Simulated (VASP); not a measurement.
A run of VASP 6.6.1 is set up as follows.

The input POSCAR:

```
H10CO5
1.0
    5.6566530000      0.0000000000      0.0000000000
    0.0000000000      5.6566530000      0.0000000000
    0.0000000000      0.0000000000      5.6566530000
O H C
5 10 1
Direct
    0.2555398042     -0.0396524234      0.9637147621
    0.0099705603      0.6195006128      0.2791933675
    0.3381151363      0.5509972063      0.7163423318
    0.6164776238      0.9612221220      0.2787690884
    0.8034433083      0.2816860076      0.9097252386
    0.1908725884      0.0898234345      0.8679514193
    0.3908495006      0.0076900598      1.0626955551
    0.0754156212      0.7445568961      0.1700652312
   -0.0198527292      0.4809204312      0.1721159138
    0.2683035357      0.5535428813      0.5604904526
    0.3228587647      0.7108443809      0.7865605332
    0.7244566708      1.0263843301      0.1672013468
    0.7111272337      0.8236319251      0.3398299312
    0.8447928484      0.6288877893      0.7997308656
    0.7094831520      0.4001659639      0.5795123017
    0.7898133402      0.4352397080      0.7579924029
```

Contents of INCAR.step1:

```
SYSTEM = H10CO5
  ALGO = Normal
  EDIFF = 1E-4
  ENCUT = 520
  GGA = PE
  ISMEAR = -1
  LASPH = .True.
  LCHARG = .False.
  LREAL = Auto
  LWAVE = .True.
  NBANDS = 36
  NELM = 100
  PREC = Accurate
  SIGMA = 0.05
```

Contents of INCAR.step2:

```
SYSTEM = H10CO5
  ALGO = Normal
  EDIFF = 1E-7
  ENCUT = 520
  ISIF = 2
  ISMEAR = -1
  ISTART = 1
  IVDW = 12
  LASPH = .True.
  LCHARG = .False.
  LMIXTAU = .True.
  LREAL = Auto
  LWAVE = .False.
  METAGGA = R2SCAN
  NBANDS = 36
  NELM = 100
  PREC = Accurate
  SIGMA = 0.05
  VDW_A1 = 0.49484001
  VDW_A2 = 5.73083694
  VDW_S6 = 1.0
  VDW_S8 = 0.78981345
```

The input KPOINTS:

```
k-points
0
Gamma
  1 1 1
  0 0 0
```

Potentials or basis: VASP PAW PBE potentials, release 64 (O, H, C).

Run with:

```console
$ cat potpaw_PBE.64/O/POTCAR potpaw_PBE.64/H/POTCAR potpaw_PBE.64/C/POTCAR > POTCAR
$ cp INCAR.step1 INCAR
$ mpirun -np 1 vasp_gam > vasp.out
$ cp INCAR.step2 INCAR
$ mpirun -np 1 vasp_gam > vasp.out
```

(1) What does it give for the band gap on the k mesh?

(2) What does it give for the pressure?

Results:

(1) 4.76 eV, direct.

(2) -4.0 GPa.

Caveat: the standard files for N, O and F lose accuracy on very short bonds; the PAW data sets were made with another functional, which shifts forces and pressure a little.
